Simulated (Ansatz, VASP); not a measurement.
Two plane-wave programs on Al

```
Al
1.0
     2.72176    0.00000    0.00000
     0.00000    2.72176    0.00000
     0.00000    0.00000    2.72176
Al
1
Direct
  0.00000 0.00000 0.00000
```

The cell was built by a generator and needn't be a form met in nature.

Alike in both runs: functional PBEsol; k mesh 6 × 6 × 6; occupations fermi-dirac, width 0.05 eV; no spin polarisation.

|  | VASP | Ansatz |
| --- | --- | --- |
| version | VASP 6.6.1 | Ansatz 0.2.0 |
| potentials or method | VASP PAW PBE potentials, release 64 (Al) | Ansatz PAW |
| plane-wave cutoff (eV) | 520 | 420 |
| valence electrons in the cell | 3 | 3 |
| task | single point | band structure |

```csv
,VASP,Ansatz,Ansatz less VASP
gap on the k mesh at the Fermi level (eV),none,none,-
pressure (GPa),-1.0,-1.0,-0.07
```

A gap of «none» marks a metal or a gap that the smearing closes.

Caveats: the k mesh is coarse (spacing up to 0.38 Å⁻¹), so the values aren't converged; the PAW data sets were made with another functional, which shifts forces and pressure a little (VASP); the PAW data sets come from PBE, with cores solved anew for the run's functional, which leaves a small shift of forces and pressure (Ansatz).
